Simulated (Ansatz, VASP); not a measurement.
# ScAl3: VASP beside Ansatz

```
Sc Al
1.0
     4.07130    0.00000    0.00000
     0.00000    4.07130    0.00000
     0.00000    0.00000    4.07130
Sc Al
1 3
Direct
  0.00000 0.00000 0.00000
  0.50000 0.00000 0.50000
  0.00000 0.50000 0.50000
  0.50000 0.50000 0.00000
```

Alike in both runs: task relaxation of cell and atoms; functional PBEsol; k mesh 10 × 10 × 10; occupations fermi-dirac, width 0.15 eV; no spin polarisation.

```csv
,VASP,Ansatz
version,VASP 6.6.1,Ansatz 0.2.0
potentials or method,"VASP PAW PBE potentials, release 64 (Sc_sv, Al)","scalar-relativistic, plane waves, PAW"
plane-wave cutoff (eV),600,420
valence electrons in the cell,20,20
```

```csv
,VASP,Ansatz,Ansatz less VASP
"gap on the k mesh at the Fermi level, each at its own relaxed structure (eV)",none,none,-
relaxed volume (Å³/atom),16.93,16.90,-0.026
relaxed cell length with the largest relative difference (Å),4.076,4.074,-0.0021
```

A gap of «none» marks a metal or a gap that the smearing closes.

Caveats: the PAW data sets were made with another functional, which shifts forces and pressure a little (VASP).
